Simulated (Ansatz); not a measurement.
## Pt: opening a crack plane

Pt, Fm-3m, a = 3.970 Å. Ansatz: PBE, PAW, 420 eV, Γ-centred 24×24×5 mesh on 6 atoms, Gaussian smearing 0.15 eV; no spin polarisation. One cut on (111) per cell of 6 atoms is opened rigidly by x, between planes of Pt and Pt that stand 2.29 Å apart; y is the energy per area (6.825 Å², 1 eV/Å² = 16.02 J/m²).

| x (Å) | y (J/m²) |
| --- | --- |
| 0.00 | 0.000 |
| 0.25 | 0.317 |
| 0.50 | ? |
| 0.75 | 1.522 |
| 1.00 | 2.003 |
| 1.50 | 2.591 |
| 2.00 | 2.848 |
| 3.00 | 2.981 |
| 4.50 | 3.001 |
| 6.00 | 3.003 |

**Question.** Fit the universal binding curve y = W[1 − (1 + x/l) e^(−x/l)] to the other rows, give the peak stress, and predict the missing value.

**Answer.** Least squares gives W = 3.01 J/m² and l = 0.439 Å. The stress dy/dx peaks at x = l with W/(e l) = 25.2 GPa, for rigid faces. At x = 0.50: x/l = 1.139, y = 0.949 J/m². The run gave 0.924 J/m², so the fit is 0.025 J/m² too high, a small miss on the scale of the series.

Spin–orbit coupling is left out, which can shift energies with elements as heavy as these.

Cost: 12 runs of about 18 core-minutes in all, on Arm Neoverse V2 (shared hosts).

Cohesion across the Pt(111) cut is short-ranged: most of the separation energy is spent by 1.50 Å, and little is gained beyond 3.00 Å. This fits metallic bonding, in which the overlap of 5d and 6s states across the gap decays roughly exponentially while electrons screen the newly exposed faces. The universal curve captures this shape, but it lies above the computed energies at both 0.25 and 0.50 Å. The miss therefore looks systematic, with the real onset softer than a single decay length allows, probably because d bonding and the more diffuse sp electrons respond over different ranges.

W corresponds to two unrelaxed surfaces, and half of it falls well below surface energies derived from experiment, a familiar underestimate of PBE for late transition metals. The very flat tail also reflects the semilocal functional, which lacks the long-range van der Waals attraction between separated faces. The peak stress is an ideal cleavage strength and doesn't show that Pt would cleave, since dislocation emission normally blunts cracks in this ductile metal.
